The bulk modulus B is the pressure that a crystal demands per unit of relative shrinkage: B = −V dP/dV, with V the volume and P the pressure. For hexagonal ruthenium the energy was computed at several volumes, an equation of state was laid through the points, and B was read from its curvature at the minimum. Each method is therefore judged at the volume that it itself prefers, with the nuclei at rest.

Hexagonal Ru (P6_3/mmc, static lattice) by Kohn-Sham DFT in FLEUR (FLAPW) and Ansatz (PAW), without spin polarization or spin-orbit coupling, Fermi-Dirac smearing 0.05 eV. The bulk modulus comes from an equation-of-state fit, at each method's own equilibrium volume. The basis column gives the plane-wave cutoff, in eV for Ansatz and as Kmax in 1/bohr for FLEUR.

```tsv
method	rung	program	potentials	basis	k mesh	bulk modulus (GPa)
BH	LDA	FLEUR	all electron	3.82 Kmax	11x11x6 2-atom cell	377.5
LDA	LDA	Ansatz	JTH PAW LDA	1800 eV	11x11x6 2-atom cell	363.6
MJW	LDA	FLEUR	all electron	4.36 Kmax	11x11x6 2-atom cell	365.7
SVWN5	LDA	Ansatz	Ansatz PAW	420 eV	11x11x6 2-atom cell	367.1
Wigner	LDA	FLEUR	all electron	4.36 Kmax	11x11x6 2-atom cell	344.1
PBE	GGA	FLEUR	all electron	4 Kmax	11x11x6 2-atom cell	309.8
PBE-D4	GGA	Ansatz	Ansatz PAW	420 eV	11x11x6 2-atom cell	329.2
PBEsol	GGA	FLEUR	all electron	3.82 Kmax	11x11x6 2-atom cell	351.7
PW91	GGA	FLEUR	all electron	4.36 Kmax	11x11x6 2-atom cell	311.2
r2SCAN-rVV10	meta-GGA	Ansatz	Ansatz PAW	500 eV	11x11x6 2-atom cell	347.5
HSE03	hybrid	Ansatz	Ansatz PAW	420 eV	6x6x3 2-atom cell	358.9
r2SCANh	hybrid	Ansatz	Ansatz PAW	500 eV	6x6x3 2-atom cell	356.4
```

Ruthenium is very stiff: shrinking it by 1 % takes 3 to 4 GPa. The choice of functional moves B by up to about 20 %, while two nearly identical functionals run with different potentials, LDA and SVWN5, differ by about 1 %. Of these two choices, the functional is thus the decision that matters.

The rung is a poor guide to that decision. On average the LDA rung, which knows only the local density, lies 38 GPa above the GGA rung, which also uses the density's gradient. Yet the values inside the LDA rung span 33 GPa and those inside the GGA rung 42 GPa. Wigner, an LDA, even comes out softer than PBEsol, a GGA.

What orders the rows is the equilibrium volume. Methods that pull the atoms closer together give a higher modulus, apart from small swaps between near neighbours. MJW, Wigner and PW91 show it most cleanly, because they share all numerical settings: as the volume grows from one to the next, B falls from 366 to 344 to 311 GPa.

The reason is that a compressed crystal resists further compression more strongly, since the repulsion between neighbouring atoms rises steeply. The Murnaghan law puts this into a formula, B(V) = B₀ (V₀/V)^B₀′. Here V₀ and B₀ are the volume and modulus at the minimum, and B₀′, about 4.8 in ruthenium, tells how fast B grows with pressure. If functionals differed only by a constant extra pressure on the crystal, they would all sit on one such curve, each at its own volume.

The step from SVWN5 to PBE-D4 tests this idea, because both use the same potentials, cutoff and mesh. The volume grows from 13.08 to 13.52 Å³ per atom, so the curve of SVWN5 predicts 367 × (13.08/13.52)^4.8 ≈ 313 GPa. The calculation gives 329 GPa for PBE-D4, a row that played no part in setting the curve. The direction is right, but the predicted fall is too large by 16 GPa.

The computed pressures show what the simple picture leaves out. At equal volume PBE-D4 pushes outward more than SVWN5, by 12.3 GPa in the most compressed cell but by only 10.2 GPa in the most expanded one. A push that fades as the crystal expands acts like an additional spring, so PBE-D4 is the stiffer of the two when both are held at the same volume. Its lower modulus in the table comes entirely from its larger volume.

Theory explains the push. Gradient corrections lower the energy of uneven densities, and pulling atoms apart makes the density between them more uneven, so the crystal gains by expanding. LDA lacks this gain and usually binds solids too tightly. The D4 term, an added dispersion attraction, works the other way, so the push seen here is what remains after the two have partly cancelled.

Over the whole table the SVWN5 curve misses by 17 GPa (root mean square), against a total spread of 68 GPa. It fails most for PBE and PW91, the rows with the largest volumes, where it is some 25 GPa too low. From MJW to PW91, 1 % more volume costs on average about 3 % of the modulus, whereas expanding one crystal under one functional by 1 % costs about 5 %.

How good the levels are can be judged only coarsely, against a rough recalled measured value of 320 GPa. PBE and PW91 lie about 3 % below it and PBE-D4 about 3 % above. Heat and zero-point motion, absent from a static lattice, soften the real metal by perhaps a few per cent, so these three can't be ranked by their distance from experiment. PBEsol, r2SCAN-rVV10 and Wigner are 8 to 10 % high, and the other LDA rows 14 to 18 %.

The hybrids, which mix in exact exchange, are 11 to 12 % high although they stand on the top rung. Volume accounts for most of this too: held at 13.57 Å³ per atom, the volume of the given cell, HSE03 gives 321 GPa and r2SCANh 327 GPa. Both ran on a mesh that is coarse for a metal, and neither has a partner that differs only in the exact exchange. Their values describe these two calculations, not the effect of exact exchange as such.

A hybrid is dearer on any mesh, and its price climbs steeply as the mesh is refined. LDA, GGA and meta-GGA treat each k point by itself, so their costs grow in much the same way and should weigh little in the choice among them. Exact exchange couples every k point with every other. The finer mesh has about 7 times as many points as the coarse one and therefore about 45 times as many pairs, which gives a rough idea of how much dearer a hybrid would be on it.

For a modulus good to about 10 %, then, an ordinary GGA such as PBE or PW91 is the sensible choice here, and a hybrid brings no visible gain for its price. To reach a few per cent without relying on cancelling errors, the volume has to be right first. If the density of the metal is known, B can be taken from the curvature at that volume instead of at the method's own minimum. At the volume of the given cell, which is close to the measured one as far as I recall, the spread of all rows shrinks from 68 to 32 GPa, and every row comes within about 5 % of the rough measured value. The gain goes to the rows that started far off: PBE and PW91 move from about 3 % below that value to about 5 % above it. Their close agreement at their own volumes thus seems to rest partly on cancellation: they are somewhat too stiff at the right volume, and their too large volume softens them. The right volume alone does not secure a few per cent either.

Gaps of a few GPa should not decide between methods, all the more since no two rows differ only in the k mesh, so that its error is unknown. The 12 GPa by which BH exceeds MJW also deserves caution: BH was run with a smaller basis and its equation of state fits less smoothly, so part of the gap may be numerical. PBEsol was run with the same basis as BH and its fit is as uneven, so its lead of 8 GPa over Wigner is uncertain too. The fit of PBE is also less smooth than that of PW91.

The same reasoning carries over to a softer neighbour such as silver. A given outward push changes the volume by roughly the push divided by B, so it shifts a soft metal further than a stiff one. If the push is of similar size there, the choice between LDA and GGA should weigh more heavily, in per cent, than in ruthenium. The printed output below lists the one-curve estimate and the modulus at the common volume for every row.

Numerical output:

```
Modulus and volume:
           row  own volume (A^3/atom)  modulus there (GPa)  % above rough 320 GPa  one-curve model (GPa)  modulus at 13.57 A^3 (GPa)  same in % above 320
            BH                  13.04                377.5                  17.97                  373.1                       308.5               -3.606
           LDA                  13.08                363.6                  13.62                  367.1                       304.3               -4.901
           MJW                  13.13                365.7                  14.28                  361.1                         311               -2.799
         SVWN5                  13.08                367.1                  14.72                  367.1                         307                -4.07
        Wigner                  13.45                344.1                  7.531                  320.8                       329.4                2.924
           PBE                  13.78                309.8                 -3.187                  285.3                       335.9                4.955
        PBE-D4                  13.52                329.2                  2.875                  312.8                       323.1               0.9606
        PBEsol                   13.3                351.7                  9.906                  338.2                       318.1              -0.5891
          PW91                  13.79                311.2                  -2.75                  284.1                       336.2                5.057
  r2SCAN-rVV10                  13.39                347.5                  8.594                  328.1                       325.2                 1.63
         HSE03                  13.27                358.9                  12.16                  342.9                       320.9               0.2892
       r2SCANh                  13.34                356.4                  11.38                  334.3                       327.1                2.212
Spread of all rows at own volumes (GPa): 67.7
Spread of all rows at 13.57 A^3/atom (GPa): 31.87
Average of LDA rung less average of GGA rung (GPa): 38.12
Range inside the LDA rung (GPa): 33.4
Range inside the GGA rung (GPa): 41.9
MJW less Wigner, same settings (GPa): 21.6
MJW less PW91, same settings (GPa): 54.5
MJW above PW91 (%): 17.51
Modulus lost per 1 % of volume gained, MJW to PW91 (%): 3.25
Change from SVWN5 to PBE-D4 (GPa): -37.9
Part of it from the larger volume on the SVWN5 curve (GPa): -54.31
Remainder, stiffer at the same volume (GPa): 16.41
Extra outward pressure of PBE-D4 over SVWN5 at 12.76 A^3/atom (GPa): 12.3
Extra outward pressure of PBE-D4 over SVWN5 at 14.39 A^3/atom (GPa): 10.21
Extra stiffness at 13.57 A^3/atom from the slopes of the pressures (GPa): 17.23
SVWN5 less LDA row, nearly the same functional (GPa): 3.5
BH less MJW (GPa): 11.8
Root mean square miss of the one-curve model (GPa): 17.08
Mesh points, fine over coarse mesh (ratio): 6.722
Pairs of mesh points, fine over coarse mesh (ratio): 45.19
```
